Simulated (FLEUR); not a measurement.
# CdSe (F-43m) in FLEUR: further runs, part 2 of 2

FLEUR MaX-R8.1 (later development tree). The steps go on from the part before.

## 4. Equation of state, LDA (Perdew-Zunger), 27.78 Å³/atom (volume scaled by 0.96)

Changes to inp.xml since step 3:

```diff
@@ -24,3 +24,3 @@
       <xi:include xmlns:xi="http://www.w3.org/2001/XInclude" href="sym.xml"> </xi:include>
-      <bulkLattice scale="0.9795861087">
+      <bulkLattice scale="0.9864848297">
          <bravaisMatrix>
```

The run is started by

```console
inpgen -f crystal.txt -profile fastHighL
# inp.xml edited to the form shown
fleur_MPI
```

Wall time 59 s (1 thread of Arm Neoverse V1, shared host); peak memory 0.09 GiB.

Results (log left out):

| Item | Value |
| --- | --- |
| Free energy | -218184.3821 eV |
| Band gap on the k mesh | 0.35 eV, direct |
| Valence electrons inside the program's atomic spheres | Cd 18.33; Se 13.49 (radii Cd 2.44, Se 2.07 bohr) |

Caveat: the plane-wave cutoff is short for the semicore states, which can make moduli rough.

## 5. Equation of state, LDA (Perdew-Zunger), 28.94 Å³/atom

Changes to inp.xml since step 4:

```diff
@@ -24,3 +24,3 @@
       <xi:include xmlns:xi="http://www.w3.org/2001/XInclude" href="sym.xml"> </xi:include>
-      <bulkLattice scale="0.9864848297">
+      <bulkLattice scale="1.0000000000">
          <bravaisMatrix>
```

The run is started by

```console
inpgen -f crystal.txt -profile fastHighL
# inp.xml edited to the form shown
fleur_MPI
```

Wall time 64 s (1 thread of Arm Neoverse V1, shared host); peak memory 0.09 GiB.

It converged, with:

| Item | Value |
| --- | --- |
| Free energy | -218184.3486 eV |
| Band gap on the k mesh | 0.27 eV, direct |
| Valence electrons inside the program's atomic spheres | Cd 18.30; Se 13.47 (radii Cd 2.44, Se 2.07 bohr) |

Caveat: the plane-wave cutoff is short for the semicore states, which can make moduli rough.

## 6. Equation of state, LDA (Perdew-Zunger), 30.10 Å³/atom (volume scaled by 1.04)

Changes to inp.xml since step 5:

```diff
@@ -24,3 +24,3 @@
       <xi:include xmlns:xi="http://www.w3.org/2001/XInclude" href="sym.xml"> </xi:include>
-      <bulkLattice scale="1.0000000000">
+      <bulkLattice scale="1.0131594038">
          <bravaisMatrix>
```

Potentials or basis: all-electron, FLAPW.

The run is started by

```console
inpgen -f crystal.txt -profile fastHighL
# inp.xml edited to the form shown
fleur_MPI
```

Run time: 68 s. Hardware: 1 thread of Arm Neoverse V1, shared host; peak memory 0.09 GiB.

It converged, with:

```yaml
Free_energy: -218184.2901 eV
Band_gap_on_the_k_mesh: 0.19 eV, direct
Valence_electrons_inside_the_program's_atomic_spheres: Cd 18.27; Se 13.45 (radii Cd 2.44, Se 2.07 bohr)
```

Caveat: the plane-wave cutoff is short for the semicore states, which can make moduli rough.

## 7. Equation of state, LDA (Perdew-Zunger), 30.68 Å³/atom (volume scaled by 1.06)

Changes to inp.xml since step 6:

```diff
@@ -24,3 +24,3 @@
       <xi:include xmlns:xi="http://www.w3.org/2001/XInclude" href="sym.xml"> </xi:include>
-      <bulkLattice scale="1.0131594038">
+      <bulkLattice scale="1.0196128224">
          <bravaisMatrix>
```

The run is started by

```console
inpgen -f crystal.txt -profile fastHighL
# inp.xml edited to the form shown
fleur_MPI
```

It took 70 s on 1 thread of Arm Neoverse V1, shared host; peak memory 0.09 GiB.

The run converged. Its results:

```yaml
Free_energy: -218184.2530 eV
Band_gap_on_the_k_mesh: 0.16 eV, direct
Valence_electrons_inside_the_program's_atomic_spheres: Cd 18.26; Se 13.45 (radii Cd 2.44, Se 2.07 bohr)
```

Caveat: the plane-wave cutoff is short for the semicore states, which can make moduli rough.

## 8. Equation of state, LDA (Perdew-Zunger)

Potentials or basis: all-electron, FLAPW.

No new run: the results of the series are fitted here.

What came out:

- Equilibrium volume: 27.09 Å³/atom (rough: see the caveat)
- Bulk modulus: 55 GPa (rough)

Energy against volume, from the lowest point:
```tsv
volume (Å³/atom)	energy (meV/atom)
27.206	0.00
27.784	2.88
28.942	19.66
30.100	48.89
30.679	67.46
```

Caveat: the minimum lies outside the volumes run; the plane-wave cutoff is short for the semicore states, which can make moduli rough.
